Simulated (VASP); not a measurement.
## BP: input slips in a phonon run and what they do

Aim: see how common mistakes in a phonon run show up, on BP. The starting structure is a measured crystal structure from the Crystallography Open Database.

Calculated with VASP 6.6.1; Kohn-Sham DFT with plane waves and PAW; LDA.

## (1) Set-up

It takes space group F-43m (No. 216, cubic). Conventional cell: a = 4.538 Å, b = 4.538 Å, c = 4.538 Å, α = 90.00°, β = 90.00°, γ = 90.00°. Nearest to P lie 4 B at 1.97 Å. B has 4 P at 1.97 Å nearest. Farther neighbours are not listed.

As a file:

```xyz
2
Lattice="0.0000 2.2690 2.2690 2.2690 0.0000 2.2690 2.2690 2.2690 0.0000" Properties=species:S:1:pos:R:3 pbc="T T T"
P     3.4035    3.4035    3.4035
B     0.0000    0.0000    0.0000
```

## (2) Reference modes

The cell comes from a relaxation at this level, not shown (22.63 Å³).

Input file INCAR:

```
SYSTEM = BP
PREC = Accurate
ENCUT = 450
EDIFF = 1E-08
NELM = 100
ISMEAR = 0
SIGMA = 0.03
LREAL = .FALSE.
ALGO = Normal
GGA = CA
NBANDS = 10
LORBIT = 11
LWAVE = .FALSE.
LCHARG = .FALSE.
KPAR = 2
IBRION = 8
LEPSILON = .TRUE.
ISIF = 2
```

Input file POSCAR:

```
BP
1.0
    0.0000000000      2.2450226657      2.2450226657
    2.2450226657      0.0000000000      2.2450226657
    2.2450226657      2.2450226657      0.0000000000
P B
1 1
Direct
    0.7500000000      0.7500000000      0.7500000000
    0.0000000000      0.0000000000      0.0000000000
```

Input file KPOINTS:

```
Automatic mesh
0
Gamma
8 8 8
0 0 0
```

The projector-augmented-wave data sets are P and B (LDA family, release 64).

The run is started by

```sh
> mpirun -np 2 vasp_std
```

Output:

```text
[banner, memory and clock lines left out]
running    2 mpi-ranks, on    1 nodes
 distrk:  each k-point on    1 cores,    2 groups
 distr:  one band on    1 cores,    1 groups

 POSCAR found type information on POSCAR P B
 POSCAR found :  2 types and       2 ions
 LDA part: xc-table for (Slater(with rela. corr.)+CA(PZ))
 , standard interpolation
 POSCAR, INCAR and KPOINTS ok, starting setup
 FFT: planning ... GRIDC
 FFT: planning ... GRID_SOFT
 FFT: planning ... GRID
 WAVECAR not read
 entering main loop
       N       E                     dE             d eps       ncg     rms          rms(c)
DAV:   1     0.528424408697E+01    0.52842E+01   -0.36788E+03   580   0.636E+02
DAV:   2    -0.147786301609E+02   -0.20063E+02   -0.19327E+02   818   0.106E+02
DAV:   3    -0.152963822259E+02   -0.51775E+00   -0.51686E+00   692   0.150E+01
DAV:   4    -0.152985702312E+02   -0.21880E-02   -0.21878E-02   724   0.117E+00
DAV:   5    -0.152985804750E+02   -0.10244E-04   -0.10243E-04   708   0.729E-02    0.769E+00
DAV:   6    -0.145330103525E+02    0.76557E+00   -0.17782E+00   648   0.624E+00    0.407E+00
DAV:   7    -0.144099357710E+02    0.12307E+00   -0.29413E-01   728   0.290E+00    0.131E+00
DAV:   8    -0.143968471918E+02    0.13089E-01   -0.35430E-02   684   0.105E+00    0.245E-01
DAV:   9    -0.143968758405E+02   -0.28649E-04   -0.74218E-04   660   0.205E-01    0.161E-01
DAV:  10    -0.143968725389E+02    0.33017E-05   -0.13850E-04   646   0.707E-02    0.337E-02
DAV:  11    -0.143968744966E+02   -0.19577E-05   -0.67856E-06   736   0.139E-02    0.379E-02
DAV:  12    -0.143968741597E+02    0.33690E-06   -0.19234E-06   674   0.633E-03    0.881E-03
DAV:  13    -0.143968741666E+02   -0.69591E-08   -0.74174E-08   718   0.172E-03
   1 F= -.14396874E+02 E0= -.14396874E+02  d E =-.785329E-22
 Linear response reoptimize wavefunctions to high precision
DAV:   1    -0.143968741634E+02    0.32139E-08   -0.12934E-08   656   0.529E-04
DAV:   2    -0.143968741634E+02    0.16939E-10   -0.24772E-10   350   0.127E-04
 Linear response G [H, r] |phi>, progress :
  Direction:   1
       N       E                     dE             d eps       ncg     rms
RMM:   1    -0.452839897158E+02   -0.45284E+02   -0.98761E+01  1444   0.441E+01
RMM:   2    -0.335133125848E+02    0.11771E+02   -0.31483E+00   939   0.111E+01
RMM:   3    -0.334609798564E+02    0.52333E-01   -0.48578E-02   984   0.116E+00
RMM:   4    -0.334597317766E+02    0.12481E-02   -0.34225E-03  1025   0.142E-01
RMM:   5    -0.334594512999E+02    0.28048E-03   -0.24043E-04  1018   0.184E-02
RMM:   6    -0.334594336433E+02    0.17657E-04   -0.53836E-05  1043   0.284E-03
RMM:   7    -0.334594295975E+02    0.40458E-05   -0.10036E-05  1004   0.583E-04
RMM:   8    -0.334594294793E+02    0.11814E-06   -0.74011E-06   881   0.252E-04
RMM:   9    -0.334594288300E+02    0.64930E-06   -0.15386E-06   768   0.216E-04
RMM:  10    -0.334594289664E+02   -0.13638E-06   -0.25788E-05   707   0.212E-04
RMM:  11    -0.334594288226E+02    0.14379E-06   -0.93334E-06   650   0.209E-04
RMM:  12    -0.334594290023E+02   -0.17969E-06   -0.28450E-05   558   0.211E-04
 Linear response G [H, r] |phi>, progress :
  Direction:   2
       N       E                     dE             d eps       ncg     rms
RMM:   1    -0.415076826677E+02   -0.41508E+02   -0.94338E+01  1444   0.420E+01
RMM:   2    -0.340672388968E+02    0.74404E+01   -0.20393E+00   934   0.955E+00
RMM:   3    -0.340472512440E+02    0.19988E-01   -0.29355E-02   981   0.968E-01
RMM:   4    -0.340467795081E+02    0.47174E-03   -0.33040E-03  1010   0.122E-01
RMM:   5    -0.340464979831E+02    0.28152E-03   -0.21568E-04  1023   0.157E-02
RMM:   6    -0.340464805485E+02    0.17435E-04   -0.29676E-05  1035   0.250E-03
RMM:   7    -0.340464765359E+02    0.40126E-05    0.28402E-05  1004   0.576E-04
RMM:   8    -0.340464760194E+02    0.51653E-06    0.67113E-06   866   0.303E-04
RMM:   9    -0.340464762376E+02   -0.21823E-06   -0.16615E-05   769   0.274E-04
RMM:  10    -0.340464760166E+02    0.22098E-06   -0.16225E-05   733   0.272E-04
RMM:  11    -0.340464756972E+02    0.31949E-06    0.76161E-07   636   0.270E-04
RMM:  12    -0.340464758520E+02   -0.15487E-06    0.25145E-05   544   0.272E-04
 Linear response G [H, r] |phi>, progress :
  Direction:   3
       N       E                     dE             d eps       ncg     rms
RMM:   1    -0.254427050838E+02   -0.25443E+02    0.60189E+01  1386   0.410E+01
RMM:   2    -0.203100686281E+02    0.51326E+01   -0.24237E+00   933   0.984E+00
RMM:   3    -0.202760794283E+02    0.33989E-01   -0.43763E-02   982   0.109E+00
RMM:   4    -0.202752201657E+02    0.85926E-03   -0.40503E-04  1019   0.137E-01
RMM:   5    -0.202752190287E+02    0.11371E-05   -0.11665E-05  1015   0.187E-02
RMM:   6    -0.202752190375E+02   -0.88591E-08   -0.13306E-06  1033   0.302E-03
RMM:   7    -0.202752190391E+02   -0.15853E-08   -0.47094E-06   982   0.708E-04
RMM:   8    -0.202752189969E+02    0.42234E-07   -0.30567E-06   879   0.357E-04
RMM:   9    -0.202752192129E+02   -0.21605E-06   -0.10631E-06   739   0.312E-04
RMM:  10    -0.202752192186E+02   -0.56868E-08    0.48498E-06   666   0.309E-04
RMM:  11    -0.202752192215E+02   -0.29334E-08   -0.10353E-05   568   0.308E-04
RMM:  12    -0.202752192192E+02    0.23346E-08    0.19623E-05   500   0.309E-04
 Linear response to external field (no local field effect), progress :
[...]
RMM:   2    -0.560914350329E+00   -0.20851E-01   -0.54498E-03  3076   0.437E-01    0.122E+00
RMM:   3    -0.545188052164E+00    0.15726E-01   -0.64628E-03  3147   0.464E-01    0.683E-01
RMM:   4    -0.557723463682E+00   -0.12535E-01   -0.61309E-03  3133   0.464E-01    0.112E-01
RMM:   5    -0.561812231344E+00   -0.40888E-02   -0.15122E-04  3144   0.813E-02    0.172E-02
RMM:   6    -0.561878757001E+00   -0.66526E-04   -0.10049E-06  3285   0.990E-03    0.864E-03
RMM:   7    -0.561952150658E+00   -0.73394E-04   -0.14813E-07  3243   0.281E-03    0.347E-04
RMM:   8    -0.561959084300E+00   -0.69336E-05   -0.18518E-09  3450   0.340E-04    0.177E-04
RMM:   9    -0.561959389878E+00   -0.30558E-06    0.59102E-09  3331   0.205E-04    0.409E-05
RMM:  10    -0.561959160334E+00    0.22954E-06   -0.53790E-10  2044   0.400E-05    0.606E-06
 change of polarisation eV/A/(eV/A) component  1 :     1.066     0.323     0.193
 dielectric tensor                  component  1 :     9.520     2.579     1.539
 Linear response to external field, progress :
  Direction:   2
       N       E                     dE             d eps       ncg     rms          rms(c)
RMM:   1    -0.540108929097E+00   -0.54011E+00   -0.24638E+00  4267   0.294E+00
RMM:   2    -0.560908395411E+00   -0.20799E-01   -0.55679E-03  3076   0.437E-01    0.122E+00
RMM:   3    -0.545186241037E+00    0.15722E-01   -0.64822E-03  3147   0.464E-01    0.683E-01
RMM:   4    -0.557721075341E+00   -0.12535E-01   -0.61362E-03  3133   0.464E-01    0.112E-01
RMM:   5    -0.561811435576E+00   -0.40904E-02   -0.15076E-04  3144   0.813E-02    0.172E-02
RMM:   6    -0.561879097633E+00   -0.67662E-04   -0.96745E-07  3282   0.989E-03    0.864E-03
RMM:   7    -0.561952285390E+00   -0.73188E-04   -0.15378E-07  3254   0.280E-03    0.347E-04
RMM:   8    -0.561959268942E+00   -0.69836E-05   -0.19762E-09  3443   0.341E-04    0.177E-04
RMM:   9    -0.561959548313E+00   -0.27937E-06    0.22803E-09  3325   0.203E-04    0.409E-05
RMM:  10    -0.561959316489E+00    0.23182E-06   -0.29423E-08  2069   0.397E-05    0.609E-06
 change of polarisation eV/A/(eV/A) component  2 :     0.311     1.066     0.169
 dielectric tensor                  component  2 :     2.484     9.520     1.348
 Linear response to external field, progress :
  Direction:   3
       N       E                     dE             d eps       ncg     rms          rms(c)
RMM:   1    -0.540065570894E+00   -0.54007E+00   -0.24633E+00  4267   0.294E+00
RMM:   2    -0.560910769208E+00   -0.20845E-01   -0.55268E-03  3076   0.437E-01    0.122E+00
RMM:   3    -0.545186716622E+00    0.15724E-01   -0.64774E-03  3147   0.464E-01    0.683E-01
RMM:   4    -0.557721601137E+00   -0.12535E-01   -0.61333E-03  3133   0.464E-01    0.112E-01
RMM:   5    -0.561811831254E+00   -0.40902E-02   -0.15089E-04  3144   0.813E-02    0.172E-02
RMM:   6    -0.561879002153E+00   -0.67171E-04   -0.97045E-07  3286   0.989E-03    0.864E-03
RMM:   7    -0.561952290727E+00   -0.73289E-04   -0.15429E-07  3251   0.280E-03    0.347E-04
RMM:   8    -0.561959261764E+00   -0.69710E-05    0.14597E-10  3452   0.341E-04    0.177E-04
RMM:   9    -0.561959552109E+00   -0.29034E-06    0.43986E-09  3321   0.204E-04    0.409E-05
RMM:  10    -0.561959319081E+00    0.23303E-06   -0.17648E-08  2062   0.401E-05    0.610E-06
 change of polarisation eV/A/(eV/A) component  3 :     0.242     0.273     1.066
 dielectric tensor                  component  3 :     1.935     2.184     9.520
 Linear response DOF=           2
 Linear response progress:
  Degree of freedom:   1/  2
       N       E                     dE             d eps       ncg     rms          rms(c)
RMM:   1    -0.438778092828E-01   -0.43878E-01   -0.24835E-04  4399   0.143E+00
RMM:   2    -0.411077801076E-01    0.27700E-02   -0.28025E-03  2957   0.219E-01    0.151E-01
RMM:   3    -0.409531112671E-01    0.15467E-03   -0.20255E-04  3130   0.370E-02    0.857E-02
RMM:   4    -0.412230505706E-01   -0.26994E-03   -0.98976E-05  3085   0.359E-02    0.791E-03
RMM:   5    -0.411869419305E-01    0.36109E-04   -0.16642E-05  3218   0.607E-03    0.384E-03
RMM:   6    -0.411800553261E-01    0.68866E-05    0.39889E-06  3217   0.822E-04    0.243E-03
RMM:   7    -0.411796311537E-01    0.42417E-06    0.67216E-06  3275   0.427E-04    0.119E-04
RMM:   8    -0.411792006353E-01    0.43052E-06    0.63655E-06  3307   0.844E-05    0.522E-05
RMM:   9    -0.411792588165E-01   -0.58181E-07    0.49854E-06  3403   0.387E-05    0.420E-06
RMM:  10    -0.411792688204E-01   -0.10004E-07    0.50196E-06  3481   0.227E-05    0.518E-06
RMM:  11    -0.411792129509E-01    0.55869E-07    0.54301E-06  3007   0.204E-05    0.343E-07
RMM:  12    -0.411792068273E-01    0.61236E-08    0.54901E-06  1747   0.192E-05    0.114E-07
RMM:  13    -0.411792061928E-01    0.63446E-09    0.54993E-06  1321   0.192E-05    0.210E-08
 first order change of Fermi-energy   0.42603E-03
 force on displaced ion       1 direction 1 : -19.805   0.000   0.000
 Born effective charge ion    1 direction 1 :   0.580   0.000   0.000
 Linear response progress:
  Degree of freedom:   2/  2
       N       E                     dE             d eps       ncg     rms          rms(c)
RMM:   1    -0.468292977935E-01   -0.46829E-01   -0.10460E-02  4614   0.115E+00
RMM:   2    -0.427109196867E-01    0.41184E-02   -0.34414E-04  2997   0.240E-01    0.154E-01
RMM:   3    -0.427100608157E-01    0.85887E-06    0.31713E-05  3053   0.941E-02    0.805E-02
RMM:   4    -0.431291897900E-01   -0.41913E-03   -0.48315E-05  3011   0.888E-02    0.973E-03
RMM:   5    -0.431215771322E-01    0.76127E-05    0.82566E-06  3201   0.110E-02    0.122E-03
RMM:   6    -0.431244691928E-01   -0.28921E-05   -0.13006E-07  3204   0.135E-03    0.447E-04
RMM:   7    -0.431230434008E-01    0.14258E-05   -0.39182E-07  3274   0.366E-04    0.111E-04
RMM:   8    -0.431233065115E-01   -0.26311E-06   -0.83333E-07  3360   0.733E-05    0.322E-05
RMM:   9    -0.431233086170E-01   -0.21056E-08   -0.11741E-06  3411   0.333E-05    0.354E-06
RMM:  10    -0.431233208981E-01   -0.12281E-07   -0.10301E-06  3444   0.174E-05    0.136E-06
RMM:  11    -0.431233142059E-01    0.66921E-08   -0.10671E-06  3067   0.143E-05    0.262E-07
RMM:  12    -0.431233145895E-01   -0.38353E-09   -0.10842E-06  2044   0.132E-05    0.966E-08
 first order change of Fermi-energy  -0.18969E-03
 force on displaced ion       2 direction 1 : -19.805   0.000   0.000
 Born effective charge ion    2 direction 1 :  -0.661   0.000   0.000
 Born effective charges drift removed
 Linear response finished
```

Wall time 49 s (2 MPI ranks of AMD EPYC 9R14 (Zen 4), shared host); peak memory 0.28 GiB; 96 s of CPU time.

The logs omit lines about the potential files and the build; timing stands in the text.

From OUTCAR (step 2):

```text
ion  position               nearest neighbor table
   1  0.750  0.750  0.750-   2 1.94   2 1.94   2 1.94   2 1.94
   2  0.000  0.000  0.000-   1 1.94   1 1.94   1 1.94   1 1.94

  LATTYP: Found a face centered cubic cell.
 ALAT       =     4.4900453314

 Subroutine GETGRP returns: Found 24 space group operations
 (whereof 24 operations were pure point group operations)

The static configuration has the point symmetry T_d .

 Found     29 irreducible k-points:

   k-points           NKPTS =     29   k-points in BZ     NKDIM =     29   number of bands    NBANDS=     10

   dimension x,y,z NGX =    24 NGY =   24 NGZ =   24
   dimension x,y,z NGXF=    48 NGYF=   48 NGZF=   48

   ENCUT  =  450.0 eV  33.07 Ry    5.75 a.u.   5.49  5.49  5.49*2*pi/ulx,y,z

   NELECT =       8.0000    total number of electrons

 k-points in reciprocal lattice and weights: Automatic mesh
   0.00000000  0.00000000  0.00000000       0.002
   0.12500000  0.00000000  0.00000000       0.016
   0.25000000  0.00000000  0.00000000       0.016
   0.37500000  0.00000000  0.00000000       0.016
   0.50000000  0.00000000  0.00000000       0.008
   0.12500000  0.12500000  0.00000000       0.012
   0.25000000  0.12500000  0.00000000       0.047
   0.37500000  0.12500000  0.00000000       0.047
   0.50000000  0.12500000  0.00000000       0.047
[...]
-0.37500000  0.50000000  0.12500000       0.023
  -0.25000000  0.50000000  0.25000000       0.012

 average (electrostatic) potential at core
       1 -81.8952       2 -29.5432

  Total       -0.0017782     -0.0017782     -0.0017782      0.0000000     -0.0000000      0.0000000
  in kB       -0.1258893     -0.1258893     -0.1258893      0.0000000     -0.0000000      0.0000000
  external PRESSURE =      -0.1258893 kB  Pullay stress =       0.0000000 kB

  energy-cutoff  :      450.00
  volume of cell :       22.63
      direct lattice vectors                 reciprocal lattice vectors
     0.000000000  2.245022666  2.245022666    -0.222714901  0.222714901  0.222714901
     2.245022666  0.000000000  2.245022666     0.222714901 -0.222714901  0.222714901
     2.245022666  2.245022666  0.000000000     0.222714901  0.222714901 -0.222714901

 POSITION                                       TOTAL-FORCE (eV/Angst)
 -----------------------------------------------------------------------------------
      3.36753      3.36753      3.36753         0.000000      0.000000      0.000000
      0.00000      0.00000      0.00000        -0.000000     -0.000000     -0.000000
 -----------------------------------------------------------------------------------
    total drift:                               -0.000000     -0.000000     -0.000000

 MACROSCOPIC STATIC DIELECTRIC TENSOR (including local field effects in DFT)
 ------------------------------------------------------
           9.520237     0.000000     0.000000
           0.000000     9.520237     0.000000
           0.000000     0.000000     9.520237
 ------------------------------------------------------

 PIEZOELECTRIC TENSOR (including local field effects)  for field in x, y, z        (C/m^2)
          XX          YY          ZZ          XY          YZ          ZX
  --------------------------------------------------------------------------------
  x     0.00000     0.00000     0.00000     0.00000    -0.16300     0.00000
  y    -0.00000    -0.00000    -0.00000     0.00000     0.00000    -0.16300
  z     0.00000    -0.00000     0.00000    -0.16300     0.00000     0.00000

 BORN EFFECTIVE CHARGES (including local field effects) (in |e|, cummulative output)
 ---------------------------------------------------------------------------------
 ion    1
    1     0.61831     0.00000     0.00000
    2    -0.00000     0.61831    -0.00000
    3     0.00000    -0.00000     0.61831
 ion    2
    1    -0.61831     0.00000    -0.00000
    2     0.00000    -0.61831     0.00000
    3    -0.00000     0.00000    -0.61831

 Eigenvectors and eigenvalues of the dynamical matrix
 ----------------------------------------------------

   1 f  =   24.576112 THz   154.416266 2PiTHz  819.770857 cm-1   101.638587 meV
             X         Y         Z           dx          dy          dz
      3.367534  3.367534  3.367534     0.000000    0.508658    0.000000
      0.000000  0.000000  0.000000     0.000000   -0.860969    0.000000

   2 f  =   24.576112 THz   154.416266 2PiTHz  819.770857 cm-1   101.638587 meV
             X         Y         Z           dx          dy          dz
      3.367534  3.367534  3.367534    -0.508658    0.000000    0.000000
      0.000000  0.000000  0.000000     0.860969    0.000000    0.000000

   3 f  =   24.576112 THz   154.416266 2PiTHz  819.770857 cm-1   101.638587 meV
             X         Y         Z           dx          dy          dz
      3.367534  3.367534  3.367534     0.000000    0.000000   -0.508658
      0.000000  0.000000  0.000000     0.000000    0.000000    0.860969

   4 f/i=    0.000108 THz     0.000676 2PiTHz    0.003589 cm-1     0.000445 meV
             X         Y         Z           dx          dy          dz
      3.367534  3.367534  3.367534     0.860969    0.000000    0.000000
      0.000000  0.000000  0.000000     0.508658    0.000000    0.000000

   5 f/i=    0.000108 THz     0.000676 2PiTHz    0.003589 cm-1     0.000445 meV
             X         Y         Z           dx          dy          dz
      3.367534  3.367534  3.367534     0.000000   -0.860969    0.000000
      0.000000  0.000000  0.000000     0.000000   -0.508658    0.000000

   6 f/i=    0.000108 THz     0.000676 2PiTHz    0.003589 cm-1     0.000445 meV
             X         Y         Z           dx          dy          dz
      3.367534  3.367534  3.367534     0.000000    0.000000    0.860969
      0.000000  0.000000  0.000000     0.000000    0.000000    0.508658

 MACROSCOPIC STATIC DIELECTRIC TENSOR IONIC CONTRIBUTION
 ------------------------------------------------------
           0.154356     0.000000    -0.000000
           0.000000     0.154356     0.000000
          -0.000000     0.000000     0.154356
 ------------------------------------------------------

 ELASTIC MODULI CONTR FROM IONIC RELAXATION (kBar)
 Direction    XX          YY          ZZ          XY          YZ          ZX
 --------------------------------------------------------------------------------
 XX          -0.0000     -0.0000     -0.0000      0.0000      0.0000      0.0000
 YY          -0.0000     -0.0000     -0.0000      0.0000      0.0000     -0.0000
 ZZ          -0.0000     -0.0000     -0.0000      0.0000      0.0000      0.0000
 XY           0.0000      0.0000      0.0000   -213.4651      0.0000     -0.0000
 YZ           0.0000      0.0000      0.0000      0.0000   -213.4651     -0.0000
 ZX           0.0000     -0.0000      0.0000     -0.0000     -0.0000   -213.4651
 --------------------------------------------------------------------------------

 PIEZOELECTRIC TENSOR IONIC CONTR  for field in x, y, z        (C/m^2)
          XX          YY          ZZ          XY          YZ          ZX
  --------------------------------------------------------------------------------
  x    -0.00000    -0.00000    -0.00000    -0.00000     0.17080     0.00000
  y    -0.00000     0.00000    -0.00000     0.00000     0.00000     0.17080
  z    -0.00000    -0.00000    -0.00000     0.17080    -0.00000     0.00000
```

Energies printed during the response cycles are not total energies of the cell.

Reference: the zone-centre mode is T2 819.8 cm⁻¹.

(Part 1 of 2 ends here.)

[Lines on the potential files, build, host, timing and source positions are cut from VASP's logs without a mark.]

[Logs are printed without paths, hosts, clocks, repeated set-up lines and the standing remarks that a program may print on its own settings, such as how far it seeks lower states.]

[Hosts, paths, dates, database ids (printed as entryN), source tags and the programs' standing remarks are cut or masked in the printed files.]
